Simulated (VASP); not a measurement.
# Ag in VASP: work function with PBE

Aim: the work function of Ag with PBE.

Everything below comes from runs of VASP 6.6.1. Logs are shortened: lines on timing, memory, paths and dates and some standing lists are left out, and cuts for length are marked.

## (1) The structure

The cell holds a slab with vacuum, 3 atoms: a = 2.923 Å, b = 2.923 Å, c = 25.433 Å, α = 90.00°, β = 90.00°, γ = 120.00°.

The cell was built by a generator and needn't be a form met in nature.

## (2) Work function, PBE

Input file INCAR:

```
PREC = Accurate ; ENCUT = 520
EDIFF = 1E-6 ; ISMEAR = 1
SIGMA = 0.1 ; LREAL = F
LASPH = T ; NELM = 60
ALGO = Normal ; ISIF = 2
LWAVE = F ; LCHARG = T
LDIPOL = T ; IDIPOL = 3
DIPOL = 0.5 0.5 0.500 ; GGA = PE
LVHAR = T ; LVACPOTAV = T
KPAR = 2
```

Input file KPOINTS:

```
regular mesh
0
Gamma
  13 13 1
```

Input file POSCAR:

```
Ag                                      
1.0
    1.4613884900      2.5311991400      0.0000000000
   -2.9227769700      0.0000000000      0.0000000000
    0.0000000000      0.0000000000     25.4327247600
  Ag            
     3
Direct
     0.0000000000000000    0.0000000000000000    0.4057015292936208
     0.6666669999999968    0.3333330000000032    0.5000000000000000
     0.3333330000000032    0.6666669999999968    0.5942984707063792
```

Potentials or basis: VASP PAW PBE potentials, release 64 (Ag).

Run with:

```bash
cat potpaw_PBE.64/Ag/POTCAR > POTCAR
mpirun -np 2 vasp_std > vasp.out
```

OUTCAR:

```text
PREC = Accurate
   ENCUT = 520
   EDIFF = 1E-6
   ISMEAR = 1
   LREAL = F
   LASPH = T
   NELM = 60
   ISIF = 2
   GGA = PE

 ion  position               nearest neighbor table
   1  0.000  0.000  0.406-   2 2.93   2 2.93   2 2.93
   2  0.667  0.333  0.500-   3 2.93   1 2.93   3 2.93   1 2.93   1 2.93   3 2.93
   3  0.333  0.667  0.594-   2 2.93   2 2.93   2 2.93

  LATTYP: Found a hexagonal cell.
 ALAT       =     2.9227770023
 C/A-ratio  =     8.7015618161

  Lattice vectors:

 A1 = (   1.4613884900,   2.5311991400,   0.0000000000)
 A2 = (  -2.9227769700,   0.0000000000,   0.0000000000)
 A3 = (   0.0000000000,   0.0000000000,  25.4327247600)

Analysis of symmetry for initial positions (statically):
=====================================================================
 Subroutine PRICEL returns:
 Original cell was already a primitive cell.

 Routine SETGRP: Setting up the symmetry group for a
 hexagonal supercell.

 Subroutine GETGRP returns: Found 12 space group operations
 (whereof  6 operations were pure point group operations)
 out of a pool of 24 trial point group operations.

The static configuration has the point symmetry C_3v.
 The point group associated with its full space group is D_3d.

Analysis of symmetry for dynamics (positions and initial velocities):
=====================================================================
 Subroutine PRICEL returns:
 Original cell was already a primitive cell.

 Routine SETGRP: Setting up the symmetry group for a
 hexagonal supercell.

 Subroutine GETGRP returns: Found 12 space group operations
 (whereof  6 operations were pure point group operations)
 out of a pool of 24 trial point group operations.

The dynamic configuration has the point symmetry C_3v.
 The point group associated with its full space group is D_3d.

 Subroutine INISYM returns: Found 12 space group operations
 (whereof  6 operations are pure point group operations),
 and found     1 'primitive' translations

----------------------------------------------------------------------------------------

                                     Primitive cell

  volume of cell :     188.1546

  direct lattice vectors                    reciprocal lattice vectors
     1.461388490  2.531199140  0.000000000     0.000000000  0.395069666  0.000000000
    -2.922776970  0.000000000  0.000000000    -0.342140372  0.197534834  0.000000000
     0.000000000  0.000000000 25.432724760     0.000000000  0.000000000  0.039319421

[... 84 lines left out ...]
   NSW    =      0    number of steps for IOM
   IBRION =     -1    ionic relax: 0-MD 1-quasi-New 2-CG
   NFREE  =      0    steps in history (QN), initial steepest desc. (CG)
   ISIF   =      2    stress and relaxation
   ISYM   =      2    0-nonsym 1-usesym 2-fastsym
   POTIM  = 0.5000    time-step for ionic-motion
   TEBEG  =    0.0;   TEEND  =   0.0 temperature during run
   PSTRESS=    0.0 pullay stress
   NELECT =      33.0000    total number of electrons
   NUPDOWN=      -1.0000    fix difference up-down
   EMIN   =  10.00;   EMAX   =-10.00  energy-range for DOS
   EFERMI =   0.00;   METHOD = LEGACY
   ISMEAR =     1;   SIGMA  =   0.10  broadening in eV -4-tet -1-fermi 0-gaus
   EFERMI_NEDOS =   21; number of points for ismear=-14 and -15
   IALGO  =     38    algorithm
   IMIX   =      4    mixing-type and parameters
     AMIX     =   0.40;   BMIX     =  1.00
     AMIX_MAG =   1.60;   BMIX_MAG =  1.00
  volume/ion in A,a.u.               =      62.72       423.24
  Fermi-wavevector in a.u.,A,eV,Ry     =   0.916378  1.731703 11.425467  0.839748
  Thomas-Fermi vector in A             =   2.041226
   LORBIT       =      0    0 simple, 1 ext, 2 COOP (PROOUT), +10 PAW based schemes
   GGA     = PE    functional components
   LHFCALC =     F    Hartree Fock is set to
   AEXX    =    0.0000 exact exchange contribution
   IVDW    =     0    specifies the selected vdW correction
   LEPSILON=     F    determine dielectric tensor
   LRPA    =     F    only Hartree local field effects (RPA)
 non-spin polarized calculation
 Methfessel and Paxton  Order N= 1 SIGMA  =   0.10
  energy-cutoff  :      520.00
  volume of cell :      188.15
 maximum number of plane-waves:      5163
 NGX is ok and might be reduce to    24
   NGX = 11   NGY = 11   NGZ = 95

 number of electron      33.0000009 magnetization

 dipolmoment           0.000000      0.000000     -0.000000 electrons x Angstroem

 Free energy of the ion-electron system (eV)
  ---------------------------------------------------
  ext. energy  EPLUGINS =         0.00000000
  ---------------------------------------------------
  free energy    TOTEN  =        -7.49961879 eV

  energy without entropy =       -7.49899196  energy(sigma->0) =       -7.49940985

 E-fermi :  -0.9435     XC(G=0):  -4.0619

 val. band max:       -0.9740833222   @ k =   0.2308   0.0000   0.0000
 cond. band min:      -0.6884054823   @ k =   0.2308   0.2308   0.0000
 fundamental gap:      0.2856778399
 Fermi energy:        -0.9434626289

 k-point     1 :       0.0000    0.0000    0.0000
  band No.  band energies     occupation
      1      -7.9313      2.00000
      2      -7.0083      2.00000
      3      -6.9018      2.00000
      4      -5.6751      2.00000
      5      -5.6256      2.00000
      6      -5.6256      2.00000
[... 472 lines left out ...]
     19       3.3195      0.00000
     20       4.7558      0.00000

------------------------ aborting loop because EDIFF is reached ----------------------------------------

  FORCE on cell =-STRESS in cart. coord.  units (eV):
  Direction    XX          YY          ZZ          XY          YZ          ZX
  --------------------------------------------------------------------------------------
  -------------------------------------------------------------------------------------
  Total       -1.0435826     -1.0435826     -0.0251463     -0.0000000      0.0000000      0.0000000
  in kB       -8.8863316     -8.8863318     -0.2141259     -0.0000000      0.0000000      0.0000000
  external PRESSURE =      -5.9955964 kB  Pullay stress =       0.0000000 kB

 VOLUME and BASIS-vectors are now :
 -----------------------------------------------------------------------------
  energy-cutoff  :      520.00
  volume of cell :      188.15
      direct lattice vectors                 reciprocal lattice vectors
     1.461388490  2.531199140  0.000000000     0.000000000  0.395069666  0.000000000
    -2.922776970  0.000000000  0.000000000    -0.342140372  0.197534834  0.000000000
     0.000000000  0.000000000 25.432724760     0.000000000  0.000000000  0.039319421

 POSITION                                       TOTAL-FORCE (eV/Angst)
 -----------------------------------------------------------------------------------
      0.00000      0.00000     10.31810         0.000000      0.000000     -0.000069
      0.00000      1.68747     12.71636        -0.000000      0.000000     -0.000000
     -1.46139      0.84373     15.11463        -0.000000     -0.000000      0.000069
 -----------------------------------------------------------------------------------
    total drift:                                0.000014      0.000008     -0.000029

  FREE ENERGIE OF THE ION-ELECTRON SYSTEM (eV)
  ---------------------------------------------------
  free  energy   TOTEN  =        -7.4996187879 eV

  energy  without entropy=       -7.4989919596  energy(sigma->0) =       -7.49940985

 vacuum level on the upper side and lower side of the slab         3.561         3.561
```

OSZICAR:

```text
N       E                     dE             d eps       ncg     rms          rms(c)
DAV:   1     0.203411283731E+03    0.20341E+03   -0.13857E+04   840   0.132E+03
DAV:   2     0.143189172498E+01   -0.20198E+03   -0.19071E+03  1016   0.275E+02
DAV:   3    -0.790289501824E+01   -0.93348E+01   -0.87408E+01   972   0.554E+01
[... 11 lines left out ...]
DAV:  15    -0.749959601150E+01   -0.28718E-04   -0.17515E-06   540   0.325E-03    0.695E-04
DAV:  16    -0.749961330309E+01   -0.17292E-04   -0.11389E-06   560   0.205E-03    0.444E-04
DAV:  17    -0.749961645065E+01   -0.31476E-05   -0.66198E-08   576   0.788E-04    0.148E-04
DAV:  18    -0.749961837526E+01   -0.19246E-05   -0.48107E-08   556   0.564E-04    0.116E-04
DAV:  19    -0.749961878793E+01   -0.41267E-06   -0.78003E-09   500   0.330E-04
   1 F= -.74996188E+01 E0= -.74994098E+01  d E =-.626828E-03
```

stdout:

```text
POSCAR found type information on POSCAR Ag
 POSCAR found :  1 types and       3 ions
 scaLAPACK will be used
 LDA part: xc-table for (Slater+PW92), standard interpolation
 POSCAR, INCAR and KPOINTS ok, starting setup
 FFT: planning ... GRIDC
 FFT: planning ... GRID_SOFT
 FFT: planning ... GRID
 WAVECAR not read
 entering main loop
 -----------------------------------------------------------------------------
|                                                                             |
|           W    W    AA    RRRRR   N    N  II  N    N   GGGG   !!!           |
|           W    W   A  A   R    R  NN   N  II  NN   N  G    G  !!!           |
|           W    W  A    A  R    R  N N  N  II  N N  N  G       !!!           |
|           W WW W  AAAAAA  RRRRR   N  N N  II  N  N N  G  GGG   !            |
|           WW  WW  A    A  R   R   N   NN  II  N   NN  G    G                |
|           W    W  A    A  R    R  N    N  II  N    N   GGGG   !!!           |
|                                                                             |
|     Did not find any points to average over, which means that no vacuum     |
|     field-free region was found. Please increase the size of  your cell     |
|     in the dimension of the dipole correction to obtain accurate            |
|     workfunction values.                                                    |
|                                                                             |
 -----------------------------------------------------------------------------
```

Wall time 63 s (2 MPI ranks of Intel Xeon Platinum 8375C at 2.90GHz (Ice Lake), shared host); peak memory 0.33 GiB.

Results:

| Quantity | Value |
| --- | --- |
| Free energy | -7.4996 eV |
| Band gap on the k mesh | none (metal or under the smearing width) |
| Work function of the upper face | 4.50 eV |
| Work function of the lower face | 4.50 eV |
